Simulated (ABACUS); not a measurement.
Input of an ABACUS 3.10.1 run:

The input run_abacus.py:

```python
"""ABACUS run from a structure file: ASE reads it, the script writes STRU, KPT and INPUT."""
import re
import subprocess
from ase.io import read
from ase.units import Bohr

atoms = read("POSCAR")
atoms = atoms[(-atoms.numbers).argsort(kind="stable")]  # ABACUS lists atoms element by element
pseudo = {'N': 'N.upf', 'B': 'B.upf'}
orbital = {'N': 'N_confined-atom_6au_2s2p1d.orb', 'B': 'B_confined-atom_7au_2s2p1d.orb'}
magmoms = None
kmesh = [11, 11, 11]
params = {
    'suffix': 'BN',
    'calculation': 'scf',
    'basis_type': 'lcao',
    'pseudo_dir': './',
    'orbital_dir': './',
    'symmetry': 1,
    'dft_functional': 'pbesol',
    'ecutwfc': 100,
    'pseudo_rcut': 10,
    'nspin': 1,
    'nbands': 14,
    'ks_solver': 'genelpa',
    'smearing_method': 'fd',
    'smearing_sigma': 0.00367493,
    'scf_thr': 1e-07,
    'scf_nmax': 100,
    'mixing_type': 'broyden',
    'mixing_beta': 0.7,
    'cal_force': 1,
    'cal_stress': 1,
    'out_mul': 1,
    'out_chg': 1,
}

symbols = atoms.get_chemical_symbols()
elements = list(dict.fromkeys(symbols))
lines = ["ATOMIC_SPECIES"] + [f"{e} {atoms.get_masses()[symbols.index(e)]:.4f} {pseudo[e]}" for e in elements]
if orbital:
    lines += ["", "NUMERICAL_ORBITAL"] + [orbital[e] for e in elements]
lines += ["", "LATTICE_CONSTANT", f"{1 / Bohr:.10f}", "", "LATTICE_VECTORS"]
lines += [" ".join(f"{x:.10f}" for x in v) for v in atoms.cell]
lines += ["", "ATOMIC_POSITIONS", "Direct"]
for e in elements:
    lines += ["", e, "0.0", str(symbols.count(e))]
    for i, p in enumerate(atoms.get_scaled_positions(wrap=False)):
        if symbols[i] == e:
            mag = "" if magmoms is None else " mag " + " ".join(str(x) for x in (magmoms[i] if isinstance(magmoms[i], list) else [magmoms[i]]))
            lines.append(" ".join(f"{x:.10f}" for x in p) + " 1 1 1" + mag)
open("STRU", "w").write("\n".join(lines) + "\n")
open("KPT", "w").write("K_POINTS\n0\nGamma\n%d %d %d 0 0 0\n" % tuple(kmesh))
open("INPUT", "w").write("INPUT_PARAMETERS\n" + "".join(f"{k:<20s}{v}\n" for k, v in params.items()))

done = subprocess.run(['mpirun', '-np', '4', 'abacus'])
if done.returncode:
    raise SystemExit(done.returncode)
log = open("OUT.BN/running_scf.log").read()
print("final energy (eV):", re.findall(r"FINAL_ETOT_IS (\S+)", log))
```

File POSCAR:

```
BN
1.0
    1.2511217832      0.7223354983      3.3729344033
   -1.2511217832      0.7223354983      3.3729344033
    0.0000000000     -1.4446709966      3.3729344033
N B
1 1
Direct
    0.6672382000      0.6672382000      0.6672382000
    0.0003288000      0.0003288000      0.0003288000
```

Potentials or basis: PseudoDojo NC SR 0.5 PBE standard, DZP LCAO (the cutoffs set its grid).

Launch:

```bash
$ OMP_NUM_THREADS=1 python run_abacus.py > log
```

Q: Predict the largest force.

A: 0.009 eV/Å.

Q: Estimate the band gap on the k mesh.

A: 4.20 eV, indirect (least direct gap 4.72 eV).

Q: Predict the pressure.

A: 3.3 GPa.

Q: Predict the Mulliken charges.

A: N -0.16; B +0.16 e.

Forces on the atoms (eV/Å):
```
N    0.000  0.000 -0.009
B    0.000  0.000  0.009
```

Caveat: the atomic orbitals were generated for these runs and aren't a published set; the potentials were made for another functional, which shifts forces and pressure; an odd mesh through Γ misses points on the zone boundary, where band edges often lie; the basis of atomic orbitals isn't converged, which shifts pressures, moduli and gaps.
